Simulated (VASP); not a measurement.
# Al (Fm-3m) in VASP: further runs

One crystal, Al, is run at these levels: LDA; tasks: single point.

Everything below comes from runs of VASP 6.6.1. Logs are shortened: lines on timing, memory, paths and dates and some standing lists are left out, and cuts for length are marked.

## 1. The undisturbed crystal

The structure is cubic, space group Fm-3m (No. 225). Conventional cell: a = 4.050 Å, b = 4.050 Å, c = 4.050 Å, α = 90.00°, β = 90.00°, γ = 90.00°. Al (site symmetry m-3m) is surrounded by 12 Al at 2.86 Å.

## 2. Single point, LDA (grid = ENCUT=350 dk=0.45 cell=2x2x2 ISMEAR=1 SIGMA=0.1 LREAL=Auto EDIFF=1e-06)

Contents of INCAR:

```
ALGO = Fast
EDIFF = 1E-6
ENCUT = 350
ISIF = 2
ISMEAR = 1
LASPH = T
LCHARG = F
LREAL = Auto
LWAVE = F
NBANDS = 18
NELM = 120
PREC = Accurate
SIGMA = 0.1
```

Contents of KPOINTS:

```
k-points
0
Gamma
  3 3 3
```

Contents of POSCAR:

```
Al
1.0
    0.0000000000      4.0496100000      4.0496100000
    4.0496100000      0.0000000000      4.0496100000
    4.0496100000      4.0496100000      0.0000000000
Al
7
Direct
    0.0000000000      0.0000000000      0.5000000000
    0.0000000000      0.5000000000      0.0000000000
    0.0000000000      0.5000000000      0.5000000000
    0.5000000000      0.0000000000      0.0000000000
    0.5000000000      0.0000000000      0.5000000000
    0.5000000000      0.5000000000      0.0000000000
    0.5000000000      0.5000000000      0.5000000000
```

Potentials or basis: VASP PAW LDA potentials, release 64 (Al).

Launch:

```console
> cat potpaw_LDA.64/Al/POTCAR > POTCAR
> mpirun -np 1 vasp_std > vasp.out
```

OUTCAR:

```text
EDIFF = 1E-6
   ENCUT = 350
   ISIF = 2
   ISMEAR = 1
   LASPH = T
   LREAL = Auto
   NELM = 120
   PREC = Accurate

 Found      4 irreducible k-points:

 Following reciprocal coordinates:
            Coordinates               Weight
  0.000000  0.000000  0.000000      1.000000
  0.333333  0.000000  0.000000      8.000000
  0.333333  0.333333  0.000000      6.000000
 -0.333333  0.333333  0.000000     12.000000
   k-points           NKPTS =      4   k-points in BZ     NKDIM =      4   number of bands    NBANDS=     18
   number of dos      NEDOS =    301   number of ions     NIONS =      7
   total plane-waves  NPLWV =  46656
   dimension x,y,z NGX =    36 NGY =   36 NGZ =   36
   dimension x,y,z NGXF=    72 NGYF=   72 NGZF=   72
   ions per type =               7
   NGX,Y,Z   is equivalent  to a cutoff of  10.45, 10.45, 10.45 a.u.
   NGXF,Y,Z  is equivalent  to a cutoff of  20.90, 20.90, 20.90 a.u.
 SYSTEM =  unknown system
   PREC   = accura    normal or accurate (medium, high low for compatibility)
   ISTART =      0    job   : 0-new  1-cont  2-samecut
   ICHARG =      2    charge: 1-file 2-atom 10-const
   ISPIN  =      1    spin polarized calculation?
   LNONCOLLINEAR =      F non collinear calculations
   LSORBIT =      F    spin-orbit coupling
   LASPH  =      T    aspherical Exc in radial PAW
   ENCUT  =  350.0 eV  25.72 Ry    5.07 a.u.   8.74  8.74  8.74*2*pi/ulx,y,z
   NELM   =    120;   NELMIN=  2; NELMDL= -5     # of ELM steps
   EDIFF  = 0.1E-05   stopping-criterion for ELM
   LREAL  =      T    real-space projection
   EDIFFG = 0.1E-04   stopping-criterion for IOM
   NSW    =      0    number of steps for IOM
[... 5 lines left out ...]
   TEBEG  =    0.0;   TEEND  =   0.0 temperature during run
   PSTRESS=    0.0 pullay stress
   NELECT =      21.0000    total number of electrons
   NUPDOWN=      -1.0000    fix difference up-down
   EMIN   =  10.00;   EMAX   =-10.00  energy-range for DOS
   EFERMI =   0.00;   METHOD = LEGACY
   ISMEAR =     1;   SIGMA  =   0.10  broadening in eV -4-tet -1-fermi 0-gaus
   EFERMI_NEDOS =   21; number of points for ismear=-14 and -15
   IALGO  =     68    algorithm
   IMIX   =      4    mixing-type and parameters
     AMIX     =   0.40;   BMIX     =  1.00
     AMIX_MAG =   1.60;   BMIX_MAG =  1.00
  volume/ion in A,a.u.               =      18.97       128.05
  Fermi-wavevector in a.u.,A,eV,Ry     =   0.885234  1.672850 10.662058  0.783639
  Thomas-Fermi vector in A             =   2.006240
   LORBIT       =      0    0 simple, 1 ext, 2 COOP (PROOUT), +10 PAW based schemes
   GGA     = CA    functional components
   LHFCALC =     F    Hartree Fock is set to
   AEXX    =    0.0000 exact exchange contribution
   IVDW    =     0    specifies the selected vdW correction
   LEPSILON=     F    determine dielectric tensor
   LRPA    =     F    only Hartree local field effects (RPA)
 non-spin polarized calculation
 RMM-DIIS sequential band-by-band and
 Methfessel and Paxton  Order N= 1 SIGMA  =   0.10
  energy-cutoff  :      350.00
  volume of cell :      132.82
 maximum number of plane-waves:      1994
   NGX = 17   NGY = 17   NGZ = 17

 number of electron      21.0000000 magnetization

 Free energy of the ion-electron system (eV)
  ---------------------------------------------------
  ext. energy  EPLUGINS =         0.00000000
  ---------------------------------------------------
  free energy    TOTEN  =       -28.67887957 eV

  energy without entropy =      -28.67902474  energy(sigma->0) =      -28.67892796

 E-fermi :   6.0716     XC(G=0):  -9.7387

 val. band max:        5.9644569925   @ k =   0.3333   0.3333   0.0000
 cond. band min:       6.1235677102   @ k =  -0.3333   0.3333   0.0000
 fundamental gap:      0.1591107177
 Fermi energy:         6.0716303076

 k-point     1 :       0.0000    0.0000    0.0000
  band No.  band energies     occupation
      1      -4.0701      2.00000
      2       1.8781      2.00000
      3       2.2698      2.00000
      4       2.2698      2.00000
      5       2.2698      2.00000
      6       2.4676      2.00000
[... 10 lines left out ...]
     17      12.2033      0.00000
     18      12.2096      0.00000

 k-point     2 :       0.3333    0.0000    0.0000
  band No.  band energies     occupation
      1      -3.3609      2.00000
      2      -1.1147      2.00000
      3       1.5798      2.00000
      4       1.5962      2.00000
      5       1.5962      2.00000
      6       2.6483      2.00000
[... 10 lines left out ...]
     17       8.6832      0.00000
     18      10.2977      0.00000

 k-point     3 :       0.3333    0.3333    0.0000
  band No.  band energies     occupation
      1      -3.1177      2.00000
      2      -0.3876      2.00000
      3       0.1425      2.00000
      4       0.5516      2.00000
      5       0.5516      2.00000
      6       2.0648      2.00000
[... 10 lines left out ...]
     17       9.0324      0.00000
     18       9.9607      0.00000

 k-point     4 :      -0.3333    0.3333    0.0000
  band No.  band energies     occupation
      1      -2.2585      2.00000
      2      -1.5980      2.00000
      3      -1.0574      2.00000
      4       0.7754      2.00000
      5       1.2760      2.00000
      6       4.0102      2.00000
[... 10 lines left out ...]
     17      10.0482      0.00000
     18      10.1467      0.00000

------------------------ aborting loop because EDIFF is reached ----------------------------------------

  FORCE on cell =-STRESS in cart. coord.  units (eV):
  Direction    XX          YY          ZZ          XY          YZ          ZX
  --------------------------------------------------------------------------------------
  -------------------------------------------------------------------------------------
  Total       -4.4959119     -4.4959119     -4.4959119     -0.0000000     -0.0000000      0.0000000
  in kB      -54.2323944    -54.2323944    -54.2323944     -0.0000000     -0.0000000      0.0000000
  external PRESSURE =     -54.2323944 kB  Pullay stress =       0.0000000 kB

 VOLUME and BASIS-vectors are now :
 -----------------------------------------------------------------------------
  energy-cutoff  :      350.00
  volume of cell :      132.82
      direct lattice vectors                 reciprocal lattice vectors
     0.000000000  4.049610000  4.049610000    -0.123468680  0.123468680  0.123468680
     4.049610000  0.000000000  4.049610000     0.123468680 -0.123468680  0.123468680
     4.049610000  4.049610000  0.000000000     0.123468680  0.123468680 -0.123468680

 POSITION                                       TOTAL-FORCE (eV/Angst)
 -----------------------------------------------------------------------------------
      2.02481      2.02481      0.00000        -0.000000      0.000000     -0.000000
      2.02481      0.00000      2.02481        -0.000000      0.000000     -0.000000
      4.04961      2.02481      2.02481        -0.000000     -0.000000      0.000000
      0.00000      2.02481      2.02481        -0.000000     -0.000000      0.000000
      2.02481      4.04961      2.02481         0.000000      0.000000     -0.000000
      2.02481      2.02481      4.04961        -0.000000      0.000000      0.000000
      4.04961      4.04961      4.04961         0.000000     -0.000000     -0.000000
 -----------------------------------------------------------------------------------
    total drift:                                0.000000     -0.000000     -0.000000

  FREE ENERGIE OF THE ION-ELECTRON SYSTEM (eV)
  ---------------------------------------------------
  free  energy   TOTEN  =       -28.6788795733 eV

  energy  without entropy=      -28.6790247441  energy(sigma->0) =      -28.67892796
```

Run time: 4.4 s. Hardware: 1 thread of Intel Xeon 6975P-C (Granite Rapids), shared host; peak memory 0.15 GiB.

The run converged, but some of its settings lie outside the range that counts as converged, so its numbers aren't taken as properties of the crystal.

What came out:

| Item | Value |
| --- | --- |
| Free energy | -28.6789 eV |
| Pressure | -5.4 GPa |
| Band gap on the k mesh | none (metal or under the smearing width) |

Caveat: the k mesh is coarse (spacing up to 0.45 Å⁻¹), so the values aren't converged.

## 3. Single point, LDA (grid = ENCUT=300 dk=0.35 cell=2x2x2 ISMEAR=1 SIGMA=0.1 LREAL=Auto EDIFF=1e-06)

Changes to INCAR since step 2:

```diff
@@ -2,3 +2,3 @@
 EDIFF = 1E-6
-ENCUT = 350
+ENCUT = 300
 ISIF = 2
```

Contents of KPOINTS:

```
k-points
0
Gamma
  4 4 4
```

POSCAR is that of step 2.

Potentials or basis: VASP PAW LDA potentials, release 64 (Al).

Launch:

```console
> cat potpaw_LDA.64/Al/POTCAR > POTCAR
> mpirun -np 1 vasp_std > vasp.out
```

OUTCAR:

```text
EDIFF = 1E-6
   ENCUT = 300
   ISIF = 2
   ISMEAR = 1
   LASPH = T
   LREAL = Auto
   NELM = 120
   PREC = Accurate

 Found      8 irreducible k-points:

 Following reciprocal coordinates:
            Coordinates               Weight
  0.000000  0.000000  0.000000      1.000000
  0.250000  0.000000  0.000000      8.000000
  0.500000  0.000000  0.000000      4.000000
  0.250000  0.250000  0.000000      6.000000
  0.500000  0.250000  0.000000     24.000000
 -0.250000  0.250000  0.000000     12.000000
   k-points           NKPTS =      8   k-points in BZ     NKDIM =      8   number of bands    NBANDS=     18
   number of dos      NEDOS =    301   number of ions     NIONS =      7
   total plane-waves  NPLWV =  32768
   dimension x,y,z NGX =    32 NGY =   32 NGZ =   32
   dimension x,y,z NGXF=    64 NGYF=   64 NGZF=   64
   ions per type =               7
   NGX,Y,Z   is equivalent  to a cutoff of   9.29,  9.29,  9.29 a.u.
   NGXF,Y,Z  is equivalent  to a cutoff of  18.58, 18.58, 18.58 a.u.
 SYSTEM =  unknown system
   PREC   = accura    normal or accurate (medium, high low for compatibility)
   ISTART =      0    job   : 0-new  1-cont  2-samecut
   ICHARG =      2    charge: 1-file 2-atom 10-const
   ISPIN  =      1    spin polarized calculation?
   LNONCOLLINEAR =      F non collinear calculations
   LSORBIT =      F    spin-orbit coupling
[... 65 lines left out ...]
      4       2.3003      2.00000
      5       2.3003      2.00000
      6       2.4088      2.00000
[... 103 lines left out ...]
      5       1.8070      2.00000
      6       3.2161      2.00000
[... 10 lines left out ...]
     17       9.8584      0.00000
     18      10.8168      0.00000

 [... further k-points ...]

------------------------ aborting loop because EDIFF is reached ----------------------------------------

  FORCE on cell =-STRESS in cart. coord.  units (eV):
  Direction    XX          YY          ZZ          XY          YZ          ZX
  --------------------------------------------------------------------------------------
  -------------------------------------------------------------------------------------
  Total       -4.5227885     -4.5227885     -4.5227885      0.0000000     -0.0000000      0.0000000
  in kB      -54.5565963    -54.5565963    -54.5565963      0.0000000     -0.0000000      0.0000000
  external PRESSURE =     -54.5565963 kB  Pullay stress =       0.0000000 kB

 VOLUME and BASIS-vectors are now :
 -----------------------------------------------------------------------------
  energy-cutoff  :      300.00
  volume of cell :      132.82
      direct lattice vectors                 reciprocal lattice vectors
     0.000000000  4.049610000  4.049610000    -0.123468680  0.123468680  0.123468680
     4.049610000  0.000000000  4.049610000     0.123468680 -0.123468680  0.123468680
     4.049610000  4.049610000  0.000000000     0.123468680  0.123468680 -0.123468680

 POSITION                                       TOTAL-FORCE (eV/Angst)
 -----------------------------------------------------------------------------------
      2.02481      2.02481      0.00000         0.000000      0.000000      0.000000
      2.02481      0.00000      2.02481        -0.000000      0.000000      0.000000
      4.04961      2.02481      2.02481         0.000000      0.000000     -0.000000
      0.00000      2.02481      2.02481        -0.000000      0.000000     -0.000000
      2.02481      4.04961      2.02481         0.000000      0.000000      0.000000
      2.02481      2.02481      4.04961         0.000000     -0.000000      0.000000
      4.04961      4.04961      4.04961        -0.000000     -0.000000     -0.000000
 -----------------------------------------------------------------------------------
    total drift:                               -0.000000      0.000000      0.000000

  FREE ENERGIE OF THE ION-ELECTRON SYSTEM (eV)
  ---------------------------------------------------
  free  energy   TOTEN  =       -28.1802772548 eV

  energy  without entropy=      -28.1811128119  energy(sigma->0) =      -28.18055577
```

stdout:

```text
POSCAR found type information on POSCAR Al
 POSCAR found :  1 types and       7 ions
 scaLAPACK will be used
 -----------------------------------------------------------------------------
|                                                                             |
|                                                                             |
|     You have a (more or less) 'small supercell' and for smaller cells       |
|     it is recommended to use the reciprocal-space projection scheme!        |
|     The real-space optimization is not efficient for small cells and it     |
|     is also less accurate ...                                               |
|     Therefore, set LREAL=.FALSE. in the INCAR file.                         |
|                                                                             |
 -----------------------------------------------------------------------------

 LDA part: xc-table for (Slater(with rela. corr.)+CA(PZ))
 , standard interpolation
 POSCAR, INCAR and KPOINTS ok, starting setup
 FFT: planning ... GRIDC
 FFT: planning ... GRID_SOFT
 FFT: planning ... GRID
 WAVECAR not read
 entering main loop
```

Wall time 4.2 s (1 thread of Intel Xeon 6975P-C (Granite Rapids), shared host); peak memory 0.14 GiB.

These settings aren't checked as converged: the numbers below hold their error.

What came out:

| Quantity | Value |
| --- | --- |
| Free energy | -28.1803 eV |
| Pressure | -5.5 GPa |
| Band gap on the k mesh | none (metal or under the smearing width) |

## 4. For comparison

An earlier run on the cell as given: functional PBE; potentials or basis VASP PAW PBE potentials, release 64 (Al); cutoff 520 eV; k mesh 11 × 11 × 11; occupations fermi-dirac, width 0.05 eV; no spin polarisation.

* Pressure: -0.5 GPa
* Band gap on the k mesh: none (metal or under the smearing width)
